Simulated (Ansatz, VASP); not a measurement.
Two plane-wave programs on C

File INCAR:

```
ALGO = Normal
EDIFF = 1E-7
ENCUT = 520
GGA = PE
ISIF = 2
ISMEAR = -1
LASPH = True
LCHARG = False
LREAL = False
LWAVE = False
NBANDS = 11
NELM = 100
PREC = Accurate
SIGMA = 0.05
```

KPOINTS

```
k-points
0
Gamma
  13 13 13
```

The input POSCAR:

```
C
1.0
    0.0000000000      1.7469644787      1.7469644787
    1.7469644787      0.0000000000      1.7469644787
    1.7469644787      1.7469644787      0.0000000000
C
2
Direct
    0.7500000000      0.7500000000      0.7500000000
    0.5000000000      0.5000000000      0.5000000000
```

File input.yaml:

```yaml
crystal:
  lattice:
    - [0.0, 1.7469644787, 1.7469644787]
    - [1.7469644787, 0.0, 1.7469644787]
    - [1.7469644787, 1.7469644787, 0.0]
  atoms:
    - { symbol: C, position: [0.75, 0.75, 0.75] }
    - { symbol: C, position: [0.5, 0.5, 0.5] }
hamiltonian:
  xc: pbe
  pseudopotentials: { kind: paw }
kpoints:
  mp_grid: { grid: [13, 13, 13] }
scf:
  occupations: { method: fermi_dirac, width: 0.05 }
output:
  forces: true
  stress: true
  eigenvalues: true
```

Change from the starting cell: volume scaled by 0.94.

Alike in both runs: task single point; functional PBE; k mesh 13 × 13 × 13; occupations fermi-dirac, width 0.05 eV; no spin polarisation.

|  | VASP | Ansatz |
| --- | --- | --- |
| version | VASP 6.6.1 | Ansatz 0.2.0 |
| potentials or method | VASP PAW PBE potentials, release 64 (C) | Ansatz PAW |
| plane-wave cutoff (eV) | 520 | 420 |
| valence electrons in the cell | 8 | 8 |

VASP gave:

```
gap on the k mesh at the Fermi level (eV) : 4.28
least direct gap on the mesh (eV)         : 5.76
pressure (GPa)                            : 33.2
```

Problem. What did Ansatz give for the same quantities?

Solution. gap on the k mesh at the Fermi level (eV): 4.29; least direct gap on the mesh (eV): 5.77; pressure (GPa): 32.2.

The functional is the same, so the differences come from potentials, cutoffs and numerics.

Caveats: an odd mesh through Γ misses points on the zone boundary, where band edges often lie (VASP); odd divisions of the mesh miss points on the zone boundary, where band edges often lie, so the gap on the mesh can be too wide (Ansatz); the pressure holds a Pulay correction of +1.0 GPa for the finite cutoff (Ansatz).
